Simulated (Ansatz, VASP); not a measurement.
# CdS in VASP and in Ansatz

```
CELL_PARAMETERS angstrom
0.00000 2.82208 2.75324
2.82208 0.00000 2.75324
2.82208 2.82208 0.00000
ATOMIC_POSITIONS crystal
Cd 0.00000 0.00000 0.00000
S 0.50000 0.50000 0.50000
```

Change from the starting cell: strain +0.025 along x and y, +0.000 along z, atoms carried along.

Alike in both runs: task single point; functional PBE; k mesh 10 × 10 × 10; occupations gaussian, width 0.03 eV; no spin polarisation.

|  | VASP | Ansatz |
| --- | --- | --- |
| version | VASP 6.6.1 | Ansatz 0.2.0 |
| potentials or method | VASP PAW PBE potentials, release 64 (Cd, S) | scalar-relativistic, plane waves, PAW |
| plane-wave cutoff (eV) | 520 | 420 |
| valence electrons in the cell | 18 | 26 |

```tsv
	VASP	Ansatz	Ansatz less VASP
gap on the k mesh at the Fermi level (eV)	0.14	0.15	+0.007
least direct gap on the mesh (eV)	1.19	1.21	+0.021
pressure (GPa)	-3.2	-3.4	-0.29
largest component of the traceless stress (GPa)	0.81	0.77	-0.046
```

With one functional, cell and mesh, what is left measures potentials, basis and numerics. The two sets of potentials don't hold the same shells in valence.
